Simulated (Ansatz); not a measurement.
# GaSb (F-43m) in Ansatz: notebook

The runs below take GaSb through relaxation of cell and atoms, single point, with PBEsol+D3(BJ), m-r2SCAN, PBE.

All numbers are computed with Ansatz 0.2.0; they aren't measurements. Logs are shortened: lines on timing, memory, paths and dates and some standing lists are left out, and cuts for length are marked.

**Measured values to compare with.**

From a printed reference work, data compilation, for a bulk crystal of GaSb at 4.2 K: band gap 0.811 eV (direct).

How close the calculation comes is told below.

**1. The structure**

It takes space group F-43m (No. 216, cubic). Conventional cell: a = 6.118 Å, b = 6.118 Å, c = 6.118 Å, α = 90.00°, β = 90.00°, γ = 90.00°. Sb (site symmetry -43m) has 4 Ga at 2.65 Å as nearest neighbours. Ga (site symmetry -43m) is surrounded by 4 Sb at 2.65 Å.

**2. Relaxation of cell and atoms, PBEsol+D3(BJ)**

Contents of input.yaml:

```yaml
crystal:
  lattice:
    - [0.0, 3.059, 3.059]
    - [3.059, 0.0, 3.059]
    - [3.059, 3.059, 0.0]
  atoms:
    - { symbol: Sb, position: [0.75, 0.75, 0.75] }
    - { symbol: Ga, position: [0.0, 0.0, 0.0] }
hamiltonian:
  xc: pbesol
  pseudopotentials: { kind: paw }
  dispersion: d3bj
kpoints:
  mp_grid: { grid: [8, 8, 8] }
scf:
  occupations: { method: fermi_dirac, width: 0.05 }
output:
  forces: true
  stress: true
  write_density: true
  write_potential: true
  elf: true
  volumetric_format: npy
relax:
  f_tol: 0.01
  max_steps: 40
  cell: { stress_tol: 0.05 }
```

Potentials or basis: Ansatz PAW.

Launch:

```sh
> ansatz run input.yaml --threads 2 --pin off --max-ram 5120MiB --backend cpu --events-out ev --progress --plain --runs-dir out
```

Standard output:

```text
Warning: RAYON_NUM_THREADS=2 ignored (pool sized by the plan → 2); use --threads N
Engine: ansatz 0.2.0, x86_64-unknown-linux-gnu
Pseudopotentials: kind: paw
Pseudopotential: Sb, paw, valence charge 15, recommended cutoff 420 eV (normal), Sb.paw.azcp
Pseudopotential: Ga, paw, valence charge 13, recommended cutoff 420 eV (normal), Ga.paw.azcp
Functional definition: PBEsol
  exchange = pbesol_x
  correlation = pbesol_c
Crystal: 2 atoms, lattice volume = 57.249 Å³
Basis set: ecut = 420 eV, 1139 PW (Γ), exchange–correlation on 60×60×60 points (8 copies of the dense FFT grid, shifted against one another)
Bands: 18, of which v1, the nominal top of the filled ones, is band 14 counted from 1 (13 counted from 0)
Symmetry: 24 space group operations
Space group: F-43m (ITA 216), of the structure as read, at distance tolerance 3.9e-5 Å
k-points: 29 of 512 (time reversal used)
Non-local potential: Sb, projectors of the file, l = 0: 2, l = 1: 2, l = 2: 2, l = 3: 2
Non-local potential: Ga, projectors of the file, l = 0: 2, l = 1: 2, l = 2: 3, l = 3: 1
PAW form: soft (Blöchl's): semilocal exchange-correlation on the pseudo side does not see the compensation charge
PAW frozen core: Sb, regenerated for the run's functional, and the local potential with it (the file was generated under x = pbe(κ = 0.804, μ = 0.2195149727645171), c = pbe(β = 0.06672455060314922))
PAW frozen core: Ga, regenerated for the run's functional, and the local potential with it (the file was generated under x = pbe(κ = 0.804, μ = 0.2195149727645171), c = pbe(β = 0.06672455060314922))
PAW one-centre angular grid: Sb, 590 points (default); XC on 64 Gauss nodes
PAW one-centre angular grid: Ga, 590 points (default); XC on 64 Gauss nodes
Initial density: superposition of atomic densities (neutral atoms: chi_scale 0, normalization atom), corrected by the library's trained network
Initial wavefunctions: pseudopotential atomic-orbital guess
Functional: x = pbesol(κ = 0.804, μ = 0.12345679012345678), c = pbesol(β = 0.046)
SCF iter   1: F=—  HF=-10152.178165 eV  |F-HF|=—  |Δ(HF+E_count)|=         —  Δρ=2.51e-3  dr2=4.78e-3  ethr=1.77e-3  ⟨swp⟩=6.1  Hψ=2634  notcnv=0
preconditioner: auto → none  [insulator: Δε(μ)=0.338 eV  Ē_g=14.505 eV  σ=0.050 eV  W_gap=0.74  n_scr=14 (ndim 8)  ℏωp=20.8 eV  f_vac=0.091  D(μ)=0.06/eV (n_scr^D=0)  ε∞_Penn≈3.1]
SCF iter   2: F=—  HF=-10152.175260 eV  |F-HF|=—  |Δ(HF+E_count)|=   2.90e-3  Δρ=1.13e-3  dr2=5.56e-4  ethr=1.71e-5  ⟨swp⟩=2.0  Hψ=1009  notcnv=0
SCF iter   3: F=—  HF=-10152.175417 eV  |F-HF|=—  |Δ(HF+E_count)|=   1.57e-4  Δρ=2.86e-4  dr2=4.13e-5  ethr=1.99e-6  ⟨swp⟩=2.1  Hψ=910  notcnv=0
SCF iter   4: F=—  HF=-10152.175423 eV  |F-HF|=—  |Δ(HF+E_count)|=   5.47e-6  Δρ=1.76e-4  dr2=1.19e-5  ethr=1.48e-7  ⟨swp⟩=2.0  Hψ=785  notcnv=0
SCF iter   5: F=—  HF=-10152.175420 eV  |F-HF|=—  |Δ(HF+E_count)|=   2.06e-6  Δρ=3.60e-5  dr2=6.90e-7  ethr=4.25e-8  ⟨swp⟩=2.0  Hψ=784  notcnv=0
SCF iter   6: F=-10152.175421 eV  HF=-10152.175421 eV  |F-HF|=5.67e-9  |Δ(HF+E_count)|=   3.25e-7  Δρ=6.85e-6  dr2=2.60e-8  ethr=3.57e-10  ⟨swp⟩=9.1  Hψ=3294  notcnv=0
SCF 1 converged in 6 iterations: F = -10152.175421 eV  dr2 = 2.60e-8
relax step   1: F+E_penalty+E_count = -10152.17542081 eV  Δ(F+E_penalty+E_count) = +0.000e0 eV  max|allowed force component| = 1.758e-16 eV/Å  Δτ_max = 0.0000 Å  P = -1.933 GPa  Ω = 57.249 Å³  (6 SCF iters, dr2 threshold 1.00e-7 eV, accepted)
Crystal: 2 atoms, lattice volume = 54.442 Å³
Basis set: ecut = 420 eV, 1067 PW (Γ), exchange–correlation on 60×60×60 points (8 copies of the dense FFT grid, shifted against one another)
Initial density: handed on by an earlier stage of this run
Initial wavefunctions: those handed on with the density
iter 1 solved again at ethr=6.72e-6 eV; its pass at ethr=3.10e-3 eV (dr2=1.88e-3 eV) is discarded
SCF iter   1: F=—  HF=-10152.188060 eV  |F-HF|=—  |Δ(HF+E_count)|=         —  Δρ=1.74e-3  dr2=1.91e-3  ethr=6.72e-6  ⟨swp⟩=2.3  Hψ=3343  notcnv=0
preconditioner: auto → none  [insulator: Δε(μ)=0.335 eV  Ē_g=14.755 eV  σ=0.050 eV  W_gap=0.93  n_scr=14 (ndim 8)  ℏωp=21.4 eV  f_vac=0.049  D(μ)=0.01/eV (n_scr^D=0)  ε∞_Penn≈3.1]
SCF iter   2: F=—  HF=-10152.187921 eV  |F-HF|=—  |Δ(HF+E_count)|=   1.39e-4  Δρ=8.04e-4  dr2=3.49e-4  ethr=6.72e-6  ⟨swp⟩=1.0  Hψ=522  notcnv=0
SCF iter   3: F=—  HF=-10152.187971 eV  |F-HF|=—  |Δ(HF+E_count)|=   4.94e-5  Δρ=1.59e-4  dr2=1.58e-5  ethr=1.25e-6  ⟨swp⟩=2.0  Hψ=638  notcnv=0
SCF iter   4: F=—  HF=-10152.187966 eV  |F-HF|=—  |Δ(HF+E_count)|=   4.94e-6  Δρ=6.15e-5  dr2=1.56e-6  ethr=5.63e-8  ⟨swp⟩=3.0  Hψ=949  notcnv=0
SCF iter   5: F=-10152.187966 eV  HF=-10152.187966 eV  |F-HF|=4.49e-9  |Δ(HF+E_count)|=   3.09e-7  Δρ=1.67e-5  dr2=9.94e-8  ethr=7.14e-10  ⟨swp⟩=9.5  Hψ=3431  notcnv=0
SCF 2 converged in 5 iterations: F = -10152.187966 eV  dr2 = 9.94e-8
relax step   2: F+E_penalty+E_count = -10152.18796604 eV  Δ(F+E_penalty+E_count) = -1.255e-2 eV  max|allowed force component| = 5.551e-17 eV/Å  Δτ_max = 0.0000 Å  P = +0.713 GPa  Ω = 54.442 Å³  energy of the carried Pulay correction = +5.972e-4 eV  (5 SCF iters, dr2 threshold 2.00e-7 eV, accepted)
Crystal: 2 atoms, lattice volume = 55.171 Å³
iter 1 solved again at ethr=5.58e-7 eV; its pass at ethr=3.10e-3 eV (dr2=1.56e-4 eV) is discarded
SCF iter   1: F=—  HF=-10152.189273 eV  |F-HF|=—  |Δ(HF+E_count)|=         —  Δρ=4.63e-4  dr2=1.39e-4  ethr=5.58e-7  ⟨swp⟩=2.9  Hψ=3466  notcnv=0
preconditioner: auto → none  [insulator: Δε(μ)=0.244 eV  Ē_g=14.686 eV  σ=0.050 eV  W_gap=0.82  n_scr=14 (ndim 8)  ℏωp=21.2 eV  f_vac=0.072  D(μ)=0.02/eV (n_scr^D=0)  ε∞_Penn≈3.1]
SCF iter   2: F=—  HF=-10152.189263 eV  |F-HF|=—  |Δ(HF+E_count)|=   1.00e-5  Δρ=2.09e-4  dr2=2.48e-5  ethr=4.95e-7  ⟨swp⟩=1.0  Hψ=522  notcnv=0
SCF iter   3: F=—  HF=-10152.189266 eV  |F-HF|=—  |Δ(HF+E_count)|=   3.79e-6  Δρ=4.24e-5  dr2=1.36e-6  ethr=8.85e-8  ⟨swp⟩=2.0  Hψ=638  notcnv=0
SCF iter   4: F=-10152.189266 eV  HF=-10152.189266 eV  |F-HF|=4.84e-8  |Δ(HF+E_count)|=   4.41e-7  Δρ=1.57e-5  dr2=1.12e-7  ethr=7.14e-10  ⟨swp⟩=9.4  Hψ=3597  notcnv=0
SCF 3 converged in 4 iterations: F = -10152.189266 eV  dr2 = 1.12e-7
  Residual-converged pass: ⟨swp⟩=1.0  Hψ=639  notcnv=0  max |occ|·‖R‖ = 7.1e-9 eV (tolerance 1.0e-8 eV)  dr2=1.12e-7  dr2_onsite=5.13e-8  max |Δocc| = 5.3e-10
relax step   3: F+E_penalty+E_count = -10152.18926590 eV  Δ(F+E_penalty+E_count) = -1.300e-3 eV  max|allowed force component| = 3.701e-17 eV/Å  Δτ_max = 0.0000 Å  P = -0.061 GPa  Ω = 55.171 Å³  energy of the carried Pulay correction = +4.392e-4 eV  (4 SCF iters, dr2 threshold 2.00e-7 eV, accepted)
Crystal: 2 atoms, lattice volume = 55.113 Å³
iter 1 solved again at ethr=4.64e-9 eV; its pass at ethr=3.10e-3 eV (dr2=1.30e-6 eV) is discarded
SCF iter   1: F=—  HF=-10152.189291 eV  |F-HF|=—  |Δ(HF+E_count)|=         —  Δρ=3.60e-5  dr2=9.84e-7  ethr=4.64e-9  ⟨swp⟩=3.2  Hψ=3196  notcnv=0
preconditioner: auto → none  [insulator: Δε(μ)=0.250 eV  Ē_g=14.693 eV  σ=0.050 eV  W_gap=0.83  n_scr=14 (ndim 8)  ℏωp=21.2 eV  f_vac=0.067  D(μ)=0.02/eV (n_scr^D=0)  ε∞_Penn≈3.1]
SCF iter   2: F=—  HF=-10152.189290 eV  |F-HF|=—  |Δ(HF+E_count)|=   1.14e-6  Δρ=1.61e-5  dr2=1.38e-7  ethr=3.51e-9  ⟨swp⟩=3.0  Hψ=790  notcnv=0
SCF iter   3: F=—  HF=-10152.189290 eV  |F-HF|=—  |Δ(HF+E_count)|=   2.01e-8  Δρ=5.89e-6  dr2=2.01e-8  ethr=4.94e-10  ⟨swp⟩=2.0  Hψ=776  notcnv=0
SCF iter   4: F=-10152.189290 eV  HF=-10152.189290 eV  |F-HF|=3.64e-11  |Δ(HF+E_count)|=   1.20e-8  Δρ=1.10e-6  dr2=3.88e-10  ethr=3.33e-11  ⟨swp⟩=7.8  Hψ=2971  notcnv=0
SCF 4 converged in 4 iterations: F = -10152.189290 eV  dr2 = 3.88e-10
relax step   4: F+E_penalty+E_count = -10152.18928981 eV  Δ(F+E_penalty+E_count) = -2.391e-5 eV  max|allowed force component| = 1.850e-17 eV/Å  Δτ_max = 0.0000 Å  P = -0.001 GPa  Ω = 55.113 Å³  energy of the carried Pulay correction = +4.518e-4 eV  (4 SCF iters, dr2 threshold 9.34e-9 eV, accepted)
Initial wavefunctions: pseudopotential atomic-orbital guess (no wavefunctions were taken with the density)
iter 1 solved again at ethr=6.01e-7 eV; its pass at ethr=3.10e-3 eV (dr2=1.68e-4 eV) is discarded
SCF iter   1: F=—  HF=-10152.188819 eV  |F-HF|=—  |Δ(HF+E_count)|=         —  Δρ=3.89e-5  dr2=2.01e-7  ethr=6.01e-7  ⟨swp⟩=2.9  Hψ=3924  notcnv=0
eigensolver tolerance schedule: the retry pair's looser diagonalisation over-reported the residual by 834.36 of it (diagonalisation noise at 0.19 of the residual, at the tolerance the schedule requests for it); recorded, not acted on — ethr = c·dr2/N_el stays at c = 1.0e-1
preconditioner: auto → none  [insulator: Δε(μ)=0.250 eV  Ē_g=14.693 eV  σ=0.050 eV  W_gap=0.83  n_scr=14 (ndim 8)  ℏωp=21.2 eV  f_vac=0.068  D(μ)=0.02/eV (n_scr^D=0)  ε∞_Penn≈3.1]
SCF iter   2: F=—  HF=-10152.188823 eV  |F-HF|=—  |Δ(HF+E_count)|=   3.66e-6  Δρ=2.74e-5  dr2=1.46e-7  ethr=7.20e-10  ⟨swp⟩=2.1  Hψ=928  notcnv=0
SCF iter   3: F=—  HF=-10152.188823 eV  |F-HF|=—  |Δ(HF+E_count)|=   5.81e-8  Δρ=5.33e-6  dr2=1.27e-8  ethr=5.20e-10  ⟨swp⟩=2.0  Hψ=784  notcnv=0
SCF iter   4: F=—  HF=-10152.188823 eV  |F-HF|=—  |Δ(HF+E_count)|=   1.54e-8  Δρ=1.35e-6  dr2=7.38e-10  ethr=4.53e-11  ⟨swp⟩=2.0  Hψ=784  notcnv=0
SCF iter   5: F=—  HF=-10152.188823 eV  |F-HF|=—  |Δ(HF+E_count)|=  7.28e-11  Δρ=4.61e-7  dr2=4.42e-11  ethr=2.64e-12  ⟨swp⟩=2.0  Hψ=797  notcnv=0
SCF iter   6: F=-10152.188823 eV  HF=-10152.188823 eV  |F-HF|=0.00e0  |Δ(HF+E_count)|=  3.09e-11  Δρ=4.20e-8  dr2=6.79e-13  ethr=1.00e-12  ⟨swp⟩=6.0  Hψ=2216  notcnv=0
SCF 5 converged in 6 iterations: F = -10152.188823 eV  dr2 = 6.79e-13
relax step   5: F+E_penalty+E_count = -10152.18882269 eV  Δ(F+E_penalty+E_count) = +4.671e-4 eV  max|allowed force component| = 6.476e-17 eV/Å  Δτ_max = 0.0000 Å  P = +0.002 GPa  Ω = 55.113 Å³  stress off target by 1.53e-3 GPa  SCF on the basis re-selected at this cell (its energy is not comparable with the rows above)  (6 SCF iters)
basis re-selected at this cell: Δ(F+E_penalty+E_count) = +4.671e-4 eV, ΔP = +0.003 GPa vs the last step (what re-selecting the basis moved, of the pressure what is left beyond the Pulay correction that the steps carried, after the strain that the cell walked since its last selection, with what the two solves' SCF thresholds leave and, on support functions, any second-order correction that the steps lacked; it is no measure of the basis error at this ecutwfc). This SCF's stress stands 1.53e-3 GPa from its target on what of the cell is left free (relax.cell.stress_tol is 5.00e-2 GPa) and its largest allowed force component is 6.48e-17 eV/Å (relax.f_tol is 1.00e-2 eV/Å): within both
SCF converged after 6 iterations
Free energy (F): -10152.188823 eV
Harris-Foulkes:  -10152.188823 eV  (|F-HF|=0.00e0)
Internal energy: -10152.188606 eV  (E = F + TS)
E sigma→0 (E₀):  -10152.188714 eV
Entropy (-TS):   -0.000216 eV (-0.108 meV/atom)
Fermi energy:    8.221114 eV
--- Per-component energies (eV) ---
  E_band       = -252.811340
  E_kinetic    = 324.578489
  E_local      = -3865.649531  (includes V_loc(G=0)·N_el)
  E_nonlocal   = 790.339631
  E_hartree    = 1779.759905
  E_xc         = -206.320569
  E_vxc        = -155.175837  (∫ρ·V_xc dr)
  E_paw        = -6449.686568  (= ΣΔE_a)
  E_vpaw       = -906.423744  (= ΣTr[D̂ρ^β])
  E_aug_tail   = -0.000116  (compensation charges beyond the density's cutoff)
  E_ewald      = -2525.732131
  E_disp       = -0.672551  (pairwise vdW)
  E_core_change = 1.194835  (= ΣΔE_core)
  E_smearing   = -0.000216  (= −TS)
  E_closure    = -0.000000  (closes the sum)
  Σ components = -10152.188823   (vs F -10152.188823, Δ=0.00e0)
--- Forces (eV/Å), atoms counted from 1 ---
  atom   1  Sb     0.00000000    -0.00000000    -0.00000000
  atom   2  Ga    -0.00000000     0.00000000     0.00000000
  max |Σ_I F_I| component: 2.31e-18 eV/Å
--- Stress (GPa, compression-positive) ---
        0.001534      -0.000000      -0.000000
       -0.000000       0.001534       0.000000
       -0.000000       0.000000       0.001534
  P = ⅓ Tr σ = 0.0015 GPa (0.015 kbar)
--- Band table (eV; the first three rows and the last of 29) ---
  k-point 0: bands = ["-20.6958", "-20.6958", "-20.6958", "-20.6721", "-20.6721", "-7.0070", "-7.0070", "-7.0070", "-6.9511", "-6.9511", "-3.7059", "8.0693", "8.0693", "8.0693", "8.3194", "10.8271", "10.8271", "10.8271"]
  k-point 1: bands = ["-20.6957", "-20.6953", "-20.6953", "-20.6720", "-20.6720", "-7.0122", "-7.0048", "-7.0048", "-6.9514", "-6.9514", "-3.5379", "6.0655", "7.7986", "7.7986", "9.2043", "11.1929", "11.1929", "11.5316"]
  k-point 2: bands = ["-20.6955", "-20.6941", "-20.6941", "-20.6717", "-20.6717", "-7.0244", "-6.9999", "-6.9999", "-6.9519", "-6.9519", "-3.0580", "3.9560", "7.3258", "7.3258", "8.9213", "11.7222", "11.7222", "13.3770"]
  k-point 28: bands = ["-20.6950", "-20.6932", "-20.6887", "-20.6727", "-20.6698", "-7.0540", "-6.9856", "-6.9806", "-6.9580", "-6.9524", "-1.0494", "1.2292", "4.5201", "4.7462", "11.8721", "12.3366", "12.5311", "12.7707"]
--- Relaxed structure (4 steps of the walk, 4 accepted, 1 SCFs on fresh bases) ---
  F+E_penalty+E_count = -10152.18882269 eV   max|allowed force component| = 6.476e-17 eV/Å   (the final SCF, on the basis selected at the relaxed cell)
  cell:  # Å, volume = 55.1130 Å³
    - [-8.279979553455335e-34, 3.020470203364305, 3.020470203364305]
    - [3.020470203364305, 3.464852982369e-33, 3.020470203364305]
    - [3.020470203364305, 3.020470203364305, 1.118434161220582e-32]
  atoms:
    - { symbol: Sb, position: [0.7499999999999999, 0.7499999999999999, 0.7499999999999999] }
    - { symbol: Ga, position: [2.596421982207238e-33, -2.0088003363224985e-33, -2.440334982519104e-33] }
```

Wall time 11 s (2 threads of Intel Xeon Platinum 8488C (Sapphire Rapids), shared host); peak memory 0.44 GiB.

Results:

```yaml
Free_energy: -10152.1888 eV
Relaxed_volume: 27.56 Å³/atom
Relaxed_cell: a = 4.272 Å, b = 4.272 Å, c = 4.272 Å, α = 60.00°, β = 60.00°, γ = 60.00°
Space_group_after_relaxing_to_0.05_Å: F-43m (No. 216)
Energy_gained_by_relaxing: 6.7 meV/atom
Ionic_steps: 5
Pressure_after_relaxing: 0.0 GPa
Band_gap_on_the_k_mesh: 0.25 eV, direct
```

The path:
```
step  energy change (eV)  largest force (eV/Å)  volume (Å³)
   1              0.0000                0.0000        57.25
   2             -0.0125                0.0000        54.44
   3             -0.0138                0.0000        55.17
   4             -0.0139                0.0000        55.11
   5             -0.0134                0.0000        55.11
```

Final structure:
```cif
data_structure
_symmetry_space_group_name_H-M 'P 1'
_symmetry_Int_Tables_number 1
_cell_length_a 4.2716
_cell_length_b 4.2716
_cell_length_c 4.2716
_cell_angle_alpha 60.000
_cell_angle_beta 60.000
_cell_angle_gamma 60.000
_cell_volume 55.11
loop_
_atom_site_label
_atom_site_type_symbol
_atom_site_fract_x
_atom_site_fract_y
_atom_site_fract_z
_atom_site_occupancy
Sb1 Sb 0.75000 0.75000 0.75000 1
Ga1 Ga 0.00000 0.00000 0.00000 1
```

Caveat: the plane-wave basis is chosen anew once the cell has moved, so the energies of steps on either side of that aren't comparable; spin-orbit coupling is left out, which moves the levels of the heavy elements; the PAW data sets come from PBE, with cores solved anew for the run's functional, which leaves a small shift of forces and pressure. A k mesh can miss the band edges.

(Part 1 of 2 ends here.)
